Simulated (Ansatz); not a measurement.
The system is Gd.

```
Gd
1.0
     3.63600    0.00000    0.00000
    -1.81800    3.14887    0.00000
     0.00000    0.00000    5.78260
Gd
2
Direct
  0.66667 0.33333 0.75000
  0.33333 0.66667 0.25000
```

Base run:

* Program: Ansatz 0.2.0
* Functional: PBE
* Potentials or basis: all-electron LAPW, scalar-relativistic
* Cutoff: 156 eV
* Density cutoff: 624 eV
* Basis error allowed: 0.001 eV/atom
* k mesh: 8 × 8 × 5
* Occupations: fermi-dirac, width 0.05 eV
* Spin: collinear spin, ferromagnetic start
* Starting moments: [7.0, 7.0] μB

Its results: pressure 0.6 GPa; net moment 15.23 μB per cell; site moments Gd +7.46 μB.

Question: The run is repeated on the same cell with these changes: functional from PBE to PBEsol; potentials or basis from all-electron LAPW, scalar-relativistic to all-electron LAPW, inner shells corrected to Dirac's equation. What comes out?

Answer: Pressure -1.7 GPa; net moment 15.21 μB per cell; site moments Gd +7.45 μB.

Caveats: an open f shell can end in a state above the lowest.

Not every run made on this cell is shown here.
